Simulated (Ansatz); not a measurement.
HfB2: equation of state with r2SCAN

The system is HfB2.

```
CELL_PARAMETERS angstrom
3.14000 0.00000 0.00000
-1.57000 2.71932 0.00000
0.00000 0.00000 3.48000
ATOMIC_POSITIONS crystal
Hf 0.00000 0.00000 0.00000
B 0.66667 0.33333 0.50000
B 0.33333 0.66667 0.50000
```

```yaml
Program: Ansatz 0.2.0
Task: equation of state
Functional: r2SCAN
Potentials_or_basis: Ansatz PAW
Cutoff: 500 eV
Density_cutoff: 2000 eV
k_mesh: 10 × 10 × 8
Occupations: fermi-dirac, width 0.05 eV
Spin: no spin polarisation
```

```yaml
Equilibrium_volume: 9.88 Å³/atom
Bulk_modulus_at_fixed_shape_and_positions: 257 GPa
Pressure_derivative_of_the_bulk_modulus: 3.8
```

Energy against volume, from the lowest point:
```tsv
volume (Å³/atom)	energy (meV/atom)
9.311	29.08
9.509	11.96
9.707	2.50
9.905	0.00
10.103	3.81
10.301	13.35
10.499	28.09
```

All runs of the series together: 41 s on 2 threads of Arm Neoverse N1, on a shared host.

Caveat: the cell was scaled at fixed shape and fractional positions, which overstates the stiffness of a crystal with free parameters, most of all of layers and chains; the PAW data sets were made with another functional, which shifts forces and pressure a little. The run has no spin-orbit coupling, so splittings on Hf are missing.
